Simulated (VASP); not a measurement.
# InAs (F-43m) in VASP: a series of runs

One crystal, InAs, is run at these levels: PBE, PBE0, HF+D3; tasks: single point, relaxation of cell and atoms.

Everything below comes from runs of VASP 6.6.1. Logs are shortened: lines on timing, memory, paths and dates and some standing lists are left out, and cuts for length are marked.

**Measured values to compare with.**

From a printed reference work, data compilation, for a bulk crystal of InAs at 4.2 K: band gap 0.418 eV (direct).

The results are compared with them further down.

### 1 The crystal as given

The structure is cubic, space group F-43m (No. 216). Conventional cell: a = 6.036 Å, b = 6.036 Å, c = 6.036 Å, α = 90.00°, β = 90.00°, γ = 90.00°. In (site symmetry -43m) has 4 As at 2.61 Å as nearest neighbours. Around As (site symmetry -43m) lie 4 In at 2.61 Å.

### 2 Single point, PBE

INCAR reads:

```
PREC     = Accurate       # precision mode
ENCUT    = 520            # plane-wave cutoff, eV
EDIFF    = 1E-6           # SCF threshold, eV
ISMEAR   = 0              # smearing method
SIGMA    = 0.014          # smearing width, eV
LREAL    = False          # projectors in reciprocal space
LASPH    = True           # aspherical terms in the spheres
NELM     = 100            # most SCF steps
ALGO     = Fast           # electronic algorithm
ISIF     = 2              # what is computed and relaxed
LWAVE    = False          # write WAVECAR
LCHARG   = True           # write CHGCAR
GGA      = PE             # functional
LELF     = True           # ELF
LVHAR    = True
```

KPOINTS reads:

```
Automatic mesh
0
Gamma
  8 8 8
```

POSCAR reads:

```
InAs
1.0
    0.0000000000      3.0180000000      3.0180000000
    3.0180000000      0.0000000000      3.0180000000
    3.0180000000      3.0180000000      0.0000000000
In As
1 1
Direct
    0.0000000000      0.0000000000      0.0000000000
    0.7500000000      0.7500000000      0.7500000000
```

Potentials or basis: VASP PAW PBE potentials, release 64 (In_d, As).

Run with:

```console
$ cat potpaw_PBE.64/In_d/POTCAR potpaw_PBE.64/As/POTCAR > POTCAR
$ mpirun -np 1 vasp_std > vasp.out
```

OUTCAR:

```text
PREC = Accurate
   ENCUT = 520
   EDIFF = 1E-6
   ISMEAR = 0
   LREAL = False
   LASPH = True
   NELM = 100
   ISIF = 2
   GGA = PE

 ion  position               nearest neighbor table
   1  0.000  0.000  0.000-   2 2.61   2 2.61   2 2.61   2 2.61
   2  0.750  0.750  0.750-   1 2.61   1 2.61   1 2.61   1 2.61

  LATTYP: Found a face centered cubic cell.
 ALAT       =     6.0360000000

  Lattice vectors:

 A1 = (   0.0000000000,   3.0180000000,   3.0180000000)
 A2 = (   3.0180000000,   0.0000000000,   3.0180000000)
 A3 = (   3.0180000000,   3.0180000000,   0.0000000000)

Analysis of symmetry for initial positions (statically):
=====================================================================
 Subroutine PRICEL returns:
 Original cell was already a primitive cell.

 Routine SETGRP: Setting up the symmetry group for a
 face centered cubic supercell.

 Subroutine GETGRP returns: Found 24 space group operations
 (whereof 24 operations were pure point group operations)
 out of a pool of 48 trial point group operations.

The static configuration has the point symmetry T_d .

Analysis of symmetry for dynamics (positions and initial velocities):
=====================================================================
 Subroutine PRICEL returns:
 Original cell was already a primitive cell.

 Routine SETGRP: Setting up the symmetry group for a
 face centered cubic supercell.

 Subroutine GETGRP returns: Found 24 space group operations
 (whereof 24 operations were pure point group operations)
 out of a pool of 48 trial point group operations.

The dynamic configuration has the point symmetry T_d .

 Subroutine INISYM returns: Found 24 space group operations
 (whereof 24 operations are pure point group operations),
 and found     1 'primitive' translations

----------------------------------------------------------------------------------------

                                     Primitive cell

  volume of cell :      54.9778

  direct lattice vectors                    reciprocal lattice vectors
     0.000000000  3.018000000  3.018000000    -0.165672631  0.165672631  0.165672631
     3.018000000  0.000000000  3.018000000     0.165672631 -0.165672631  0.165672631
     3.018000000  3.018000000  0.000000000     0.165672631  0.165672631 -0.165672631

  length of vectors
     4.268096531  4.268096531  4.268096531     0.286953414  0.286953414  0.286953414

  position of ions in fractional coordinates (direct lattice)
     0.000000000  0.000000000  0.000000000
     0.750000000  0.750000000  0.750000000

  ion indices of the primitive-cell ions
   primitive index   ion index
                 1           1
                 2           2

----------------------------------------------------------------------------------------

 KPOINTS: Automatic mesh

Automatic generation of k-mesh.
 Grid dimensions read from file:
 generate k-points for:    8    8    8

 Generating k-lattice:

  Cartesian coordinates                     Fractional coordinates (reciprocal lattice)
    -0.020709079  0.020709079  0.020709079     0.125000000  0.000000000  0.000000000
     0.020709079 -0.020709079  0.020709079     0.000000000  0.125000000  0.000000000
     0.020709079  0.020709079 -0.020709079     0.000000000  0.000000000  0.125000000

  Length of vectors
     0.035869177  0.035869177  0.035869177

  Shift w.r.t. Gamma in fractional coordinates (k-lattice)
     0.000000000  0.000000000  0.000000000

 Subroutine IBZKPT returns following result:
 ===========================================

 Found     29 irreducible k-points:

 Following reciprocal coordinates:
            Coordinates               Weight
  0.000000  0.000000  0.000000      1.000000
  0.125000  0.000000  0.000000      8.000000
  0.250000  0.000000  0.000000      8.000000
  0.375000  0.000000  0.000000      8.000000
  0.500000  0.000000  0.000000      4.000000
  0.125000  0.125000  0.000000      6.000000
[... 16 lines left out ...]
  0.500000  0.250000  0.125000     48.000000
 -0.375000  0.250000  0.125000     24.000000
 [... further k-points ...]
   k-points           NKPTS =     29   k-points in BZ     NKDIM =     29   number of bands    NBANDS=     13
   number of dos      NEDOS =    301   number of ions     NIONS =      2
   total plane-waves  NPLWV =  32768
   dimension x,y,z NGX =    32 NGY =   32 NGZ =   32
   dimension x,y,z NGXF=    64 NGYF=   64 NGZF=   64
   ions per type =               1   1
   NGX,Y,Z   is equivalent  to a cutoff of  12.46, 12.46, 12.46 a.u.
   NGXF,Y,Z  is equivalent  to a cutoff of  24.93, 24.93, 24.93 a.u.
 SYSTEM =  unknown system
   PREC   = accura    normal or accurate (medium, high low for compatibility)
   ISTART =      0    job   : 0-new  1-cont  2-samecut
   ICHARG =      2    charge: 1-file 2-atom 10-const
   ISPIN  =      1    spin polarized calculation?
   LNONCOLLINEAR =      F non collinear calculations
   LSORBIT =      F    spin-orbit coupling
   LASPH  =      T    aspherical Exc in radial PAW
   ENCUT  =  520.0 eV  38.22 Ry    6.18 a.u.   7.94  7.94  7.94*2*pi/ulx,y,z
   NELM   =    100;   NELMIN=  2; NELMDL= -5     # of ELM steps
   EDIFF  = 0.1E-05   stopping-criterion for ELM
   LREAL  =      F    real-space projection
   EDIFFG = 0.1E-04   stopping-criterion for IOM
   NSW    =      0    number of steps for IOM
   IBRION =     -1    ionic relax: 0-MD 1-quasi-New 2-CG
   NFREE  =      0    steps in history (QN), initial steepest desc. (CG)
   ISIF   =      2    stress and relaxation
   ISYM   =      2    0-nonsym 1-usesym 2-fastsym
   POTIM  = 0.5000    time-step for ionic-motion
   TEBEG  =    0.0;   TEEND  =   0.0 temperature during run
   PSTRESS=    0.0 pullay stress
   NELECT =      18.0000    total number of electrons
   NUPDOWN=      -1.0000    fix difference up-down
   EMIN   =  10.00;   EMAX   =-10.00  energy-range for DOS
   EFERMI =   0.00;   METHOD = LEGACY
   ISMEAR =     0;   SIGMA  =   0.01  broadening in eV -4-tet -1-fermi 0-gaus
   EFERMI_NEDOS =   21; number of points for ismear=-14 and -15
   IALGO  =     68    algorithm
   IMIX   =      4    mixing-type and parameters
     AMIX     =   0.40;   BMIX     =  1.00
     AMIX_MAG =   1.60;   BMIX_MAG =  1.00
  volume/ion in A,a.u.               =      27.49       185.50
  Fermi-wavevector in a.u.,A,eV,Ry     =   1.128331  2.132236 17.321990  1.273130
  Thomas-Fermi vector in A             =   2.265020
   LORBIT       =      0    0 simple, 1 ext, 2 COOP (PROOUT), +10 PAW based schemes
   GGA     = PE    functional components
   LHFCALC =     F    Hartree Fock is set to
   AEXX    =    0.0000 exact exchange contribution
   IVDW    =     0    specifies the selected vdW correction
   LEPSILON=     F    determine dielectric tensor
   LRPA    =     F    only Hartree local field effects (RPA)
 non-spin polarized calculation
 RMM-DIIS sequential band-by-band and
 Gauss-broadening in eV      SIGMA  =   0.01
  energy-cutoff  :      520.00
  volume of cell :       54.98
 maximum number of plane-waves:      1494
   NGX = 15   NGY = 15   NGZ = 15

 number of electron      17.9999991 magnetization

 Free energy of the ion-electron system (eV)
  ---------------------------------------------------
  ext. energy  EPLUGINS =         0.00000000
  ---------------------------------------------------
  free energy    TOTEN  =        -7.66125532 eV

  energy without entropy =       -7.66121313  energy(sigma->0) =       -7.66123423

 E-fermi :   4.5684     XC(G=0):  -9.1166

 val. band max:        4.5641104526   @ k =   0.0000   0.0000   0.0000
 cond. band min:       5.5324882663   @ k =   0.5000   0.0000   0.0000
 fundamental gap:      0.9683778137
 Fermi energy:         4.5683743282

 k-point     1 :       0.0000    0.0000    0.0000
  band No.  band energies     occupation
      1      -9.8408      2.00000
      2      -9.8408      2.00000
      3      -9.8408      2.00000
      4      -9.7127      2.00000
      5      -9.7127      2.00000
      6      -7.3326      2.00000
      7       4.3964      2.00000
      8       4.5641      1.33334
      9       4.5641      1.33334
     10       4.5641      1.33333
     11       8.4735      0.00000
     12       8.4735      0.00000
     13       8.4735      0.00000

 k-point     2 :       0.1250    0.0000    0.0000
  band No.  band energies     occupation
      1      -9.8613      2.00000
      2      -9.8348      2.00000
      3      -9.8348      2.00000
      4      -9.7128      2.00000
      5      -9.7128      2.00000
      6      -7.1695      2.00000
      7       2.6839      2.00000
      8       4.3702      2.00000
      9       4.3702      2.00000
     10       5.6844      0.00000
     11       8.6317      0.00000
     12       8.7556      0.00000
     13       8.7556      0.00000

 k-point     3 :       0.2500    0.0000    0.0000
  band No.  band energies     occupation
      1      -9.9075      2.00000
      2      -9.8219      2.00000
      3      -9.8219      2.00000
      4      -9.7114      2.00000
      5      -9.7114      2.00000
      6      -6.7228      2.00000
      7       0.8577      2.00000
      8       3.9883      2.00000
      9       3.9883      2.00000
     10       5.8243      0.00000
     11       9.1907      0.00000
     12       9.1907      0.00000
     13       9.7426      0.00000
[... 305 lines left out ...]
 k-point    23 :       0.5000    0.2500    0.1250
  band No.  band energies     occupation
      1      -9.9729      2.00000
      2      -9.8007      2.00000
      3      -9.7902      2.00000
      4      -9.7222      2.00000
      5      -9.7030      2.00000
      6      -5.8443      2.00000
      7      -0.6149      2.00000
      8       1.9701      2.00000
      9       3.0828      2.00000
     10       7.4273      0.00000
     11       8.5820      0.00000
     12       9.7366      0.00000
     13      11.1139      0.00000

 k-point    24 :      -0.3750    0.2500    0.1250
  band No.  band energies     occupation
      1      -9.9831      2.00000
      2      -9.7998      2.00000
      3      -9.7861      2.00000
      4      -9.7179      2.00000
      5      -9.7051      2.00000
      6      -5.5766      2.00000
      7      -1.0820      2.00000
      8       1.8108      2.00000
      9       2.9056      2.00000
     10       7.3834      0.00000
     11       8.6192      0.00000
     12      10.3732      0.00000
     13      11.6557      0.00000

 [... further k-points ...]

------------------------ aborting loop because EDIFF is reached ----------------------------------------

  FORCE on cell =-STRESS in cart. coord.  units (eV):
  Direction    XX          YY          ZZ          XY          YZ          ZX
  --------------------------------------------------------------------------------------
  -------------------------------------------------------------------------------------
  Total        1.5191807      1.5191807      1.5191807      0.0000000      0.0000000     -0.0000000
  in kB       44.2723248     44.2723248     44.2723248      0.0000000      0.0000000     -0.0000000
  external PRESSURE =      44.2723248 kB  Pullay stress =       0.0000000 kB

 VOLUME and BASIS-vectors are now :
 -----------------------------------------------------------------------------
  energy-cutoff  :      520.00
  volume of cell :       54.98
      direct lattice vectors                 reciprocal lattice vectors
     0.000000000  3.018000000  3.018000000    -0.165672631  0.165672631  0.165672631
     3.018000000  0.000000000  3.018000000     0.165672631 -0.165672631  0.165672631
     3.018000000  3.018000000  0.000000000     0.165672631  0.165672631 -0.165672631

 POSITION                                       TOTAL-FORCE (eV/Angst)
 -----------------------------------------------------------------------------------
      0.00000      0.00000      0.00000        -0.000000      0.000000      0.000000
      4.52700      4.52700      4.52700         0.000000     -0.000000     -0.000000
 -----------------------------------------------------------------------------------
    total drift:                                0.000000      0.000000      0.000000

  FREE ENERGIE OF THE ION-ELECTRON SYSTEM (eV)
  ---------------------------------------------------
  free  energy   TOTEN  =        -7.6612553159 eV

  energy  without entropy=       -7.6612131348  energy(sigma->0) =       -7.66123423
```

It took 32 s on 1 thread of Intel Xeon Platinum 8488C (Sapphire Rapids), shared host; peak memory 0.18 GiB.

Results:

- Free energy: -7.6613 eV
- Pressure: 4.4 GPa
- Band gap on the k mesh: none (metal or under the smearing width)

Caveat: this crystal is a semiconductor, whose small gap the functional closes, so the metal is an error of the method.

### 3 Relaxation of cell and atoms, PBE0

POSCAR is that of step 2.

INCAR.step1 reads:

```
  ALGO = Normal
  EDIFF = 1E-5
  ENCUT = 600
  GGA = PE
  ISMEAR = -1
  LASPH = True
  LCHARG = False
  LREAL = False
  LWAVE = True
  NELM = 100
  PREC = Accurate
  SIGMA = 0.05
```

INCAR.step2 reads:

```
  AEXX = 0.25
  ALGO = Normal
  EDIFF = 1E-6
  EDIFFG = -0.02
  ENCUT = 600
  GGA = PE
  HFRCUT = -1
  IBRION = 2
  ISIF = 3
  ISMEAR = -1
  ISTART = 1
  LASPH = True
  LCHARG = False
  LHFCALC = True
  LREAL = False
  LWAVE = False
  NELM = 100
  NSW = 40
  PREC = Accurate
  PRECFOCK = Normal
  SIGMA = 0.05
```

KPOINTS reads:

```
k-points
0
Gamma
  4 4 4
```

Potentials or basis: VASP PAW PBE potentials, release 64 (In_d, As).

Run with:

```console
$ cat potpaw_PBE.64/In_d/POTCAR potpaw_PBE.64/As/POTCAR > POTCAR
$ cp INCAR.step1 INCAR
$ mpirun -np 1 vasp_std > vasp.out
$ cp INCAR.step2 INCAR
$ mpirun -np 1 vasp_std > vasp.out
```

OUTCAR:

```text
AEXX = 0.25
   EDIFF = 1E-6
   EDIFFG = -0.02
   ENCUT = 600
   GGA = PE
   IBRION = 2
   ISIF = 3
   ISMEAR = -1
   ISTART = 1
   LASPH = True
   LHFCALC = True
   LREAL = False
   NELM = 100
   NSW = 40
   PREC = Accurate
   PRECFOCK = Normal

 ion  position               nearest neighbor table
   1  0.000  0.000  0.000-   2 2.61   2 2.61   2 2.61   2 2.61
   2  0.750  0.750  0.750-   1 2.61   1 2.61   1 2.61   1 2.61

  LATTYP: Found a face centered cubic cell.
 ALAT       =     6.0360000000

  Lattice vectors:

 A1 = (   0.0000000000,   3.0180000000,   3.0180000000)
 A2 = (   3.0180000000,   0.0000000000,   3.0180000000)
 A3 = (   3.0180000000,   3.0180000000,   0.0000000000)

Analysis of symmetry for initial positions (statically):
=====================================================================
 Subroutine PRICEL returns:
[... 182 lines left out ...]
      8       3.8267      2.00000
      9       3.8267      2.00000
     10       5.0919      0.00001
     11       9.1998      0.00000
     12       9.1998      0.00000
     13       9.1998      0.00000
[... 181 lines left out ...]
--------------------------------------- Ionic step        3  -------------------------------------------

 number of electron      18.0000002 magnetization

 Free energy of the ion-electron system (eV)
  ---------------------------------------------------
  ext. energy  EPLUGINS =         0.00000000
  ---------------------------------------------------
  free energy    TOTEN  =        -9.98867549 eV

  energy without entropy =       -9.98867395  energy(sigma->0) =       -9.98867472

 E-fermi :   4.0750     XC(G=0):  -7.0964

 val. band max:        3.5167465650   @ k =   0.0000   0.0000   0.0000
 cond. band min:       4.5783557269   @ k =   0.0000   0.0000   0.0000
 fundamental gap:      1.0616091619
 Fermi energy:         4.0750175681

 k-point     1 :       0.0000    0.0000    0.0000
  band No.  band energies     occupation
      1     -12.6674      2.00000
      2     -12.6674      2.00000
      3     -12.6674      2.00000
      4     -12.5451      2.00000
      5     -12.5451      2.00000
      6      -9.4415      2.00000
      7       3.5167      1.99997
      8       3.5167      1.99997
      9       3.5167      1.99997
     10       4.5784      0.00008
     11       8.8648      0.00000
     12       8.8648      0.00000
     13       8.8648      0.00000
[... 139 lines left out ...]
  FREE ENERGIE OF THE ION-ELECTRON SYSTEM (eV)
  ---------------------------------------------------
  free  energy   TOTEN  =        -9.9886754941 eV

  energy  without entropy=       -9.9886739526  energy(sigma->0) =       -9.98867472

 reached required accuracy - stopping structural energy minimisation
```

OSZICAR.step1:

```text
N       E                     dE             d eps       ncg     rms          rms(c)
DAV:   1     0.119747764181E+03    0.11975E+03   -0.93428E+03   208   0.157E+03
DAV:   2     0.124034107599E+01   -0.11851E+03   -0.11543E+03   208   0.340E+02
DAV:   3    -0.758694155528E+01   -0.88273E+01   -0.87679E+01   273   0.941E+01
DAV:   4    -0.782293470684E+01   -0.23599E+00   -0.23587E+00   239   0.166E+01
DAV:   5    -0.783206818887E+01   -0.91335E-02   -0.91332E-02   298   0.294E+00    0.463E+00
DAV:   6    -0.755265390188E+01    0.27941E+00   -0.51955E-01   301   0.132E+01    0.261E+00
DAV:   7    -0.752561332768E+01    0.27041E-01   -0.15203E-01   285   0.375E+00    0.766E-01
DAV:   8    -0.752703708419E+01   -0.14238E-02   -0.14068E-02   238   0.167E+00    0.222E-01
DAV:   9    -0.752780522089E+01   -0.76814E-03   -0.12096E-03   231   0.349E-01    0.137E-01
DAV:  10    -0.752799153808E+01   -0.18632E-03   -0.23632E-04   261   0.251E-01    0.719E-02
DAV:  11    -0.752804060806E+01   -0.49070E-04   -0.17156E-04   223   0.171E-01    0.574E-02
DAV:  12    -0.752804354460E+01   -0.29365E-05   -0.11092E-05   189   0.384E-02
   1 F= -.75280435E+01 E0= -.75265029E+01  d E =-.308134E-02
```

Wall time 26 min (1 thread of Intel Xeon Platinum 8488C (Sapphire Rapids), shared host); peak memory 0.23 GiB.

Results:

```yaml
Free_energy: -9.9887 eV
Relaxed_volume: 28.37 Å³/atom
Relaxed_cell: a = 4.313 Å, b = 4.313 Å, c = 4.313 Å, α = 60.00°, β = 60.00°, γ = 60.00°
Space_group_after_relaxing_to_0.05_Å: F-43m (No. 216)
Energy_gained_by_relaxing: 5.4 meV/atom
Ionic_steps: 3
Pressure_after_relaxing: -0.1 GPa
Band_gap_on_the_k_mesh: 1.06 eV, direct
```

Step by step:
| step | energy change (eV) | largest force (eV/Å) | pressure (GPa) | volume (Å³) |
| --- | --- | --- | --- | --- |
| 1 | 0.0000 | 0.0000 | 1.97 | 54.98 |
| 2 | -0.0077 | 0.0000 | -0.98 | 57.71 |
| 3 | -0.0108 | 0.0000 | -0.08 | 56.75 |

Final structure:
```
In As
1.0
     0.00000    3.05005    3.05005
     3.05005    0.00000    3.05005
     3.05005    3.05005    0.00000
In As
1 1
Direct
  0.00000 0.00000 0.00000
  0.75000 0.75000 0.75000
```

Caveat: the k mesh is coarse (spacing up to 0.45 Å⁻¹), so the values aren't converged, least of all with exact exchange; the PAW data sets were made with another functional, which shifts forces and pressure a little; spin-orbit coupling is left out, which moves the levels of the heavy elements.

(Continued in part 2 of 2.)
